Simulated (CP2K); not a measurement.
Crystal: CuI (Marshite).

```
I Cu
1.0
     4.28719    0.00000    0.00000
     2.14359    3.71281    0.00000
     2.14359    1.23760    3.50047
I Cu
1 1
Direct
  0.00000 0.00000 0.00000
  0.75000 0.75000 0.75000
```

Base run:

| Item | Value |
| --- | --- |
| Program | CP2K 2026.2 |
| Functional | rev-vdW-DF2 |
| Potentials or basis | POTENTIAL_UZH I GTH-PBE-q7, Cu GTH-PBE-q11; TZVP-MOLOPT-PBE-GTH basis |
| Density cutoff | 9184 eV |
| k mesh | 8 × 8 × 8 |
| Occupations | fermi-dirac, width 0.05 eV |
| Spin | no spin polarisation |

Its results: band gap on the k mesh 0.93 eV, direct; pressure 0.5 GPa.

Question: After a change of settings the same cell gave: band gap on the k mesh 0.71 eV, direct; pressure -3.0 GPa. Which change was it?
A. functional from rev-vdW-DF2 to PBEsol
B. functional from rev-vdW-DF2 to r2SCAN
C. functional from rev-vdW-DF2 to LDA
D. functional from rev-vdW-DF2 to BEEF-vdW

Answer: C.

Caveats: the potentials were made for another functional, which shifts forces and pressure; spin-orbit coupling is left out, which moves the levels of the heavy elements; the basis of atomic orbitals isn't converged, which shifts pressures, moduli and gaps.

Runs at the PBE level aren't shown here.
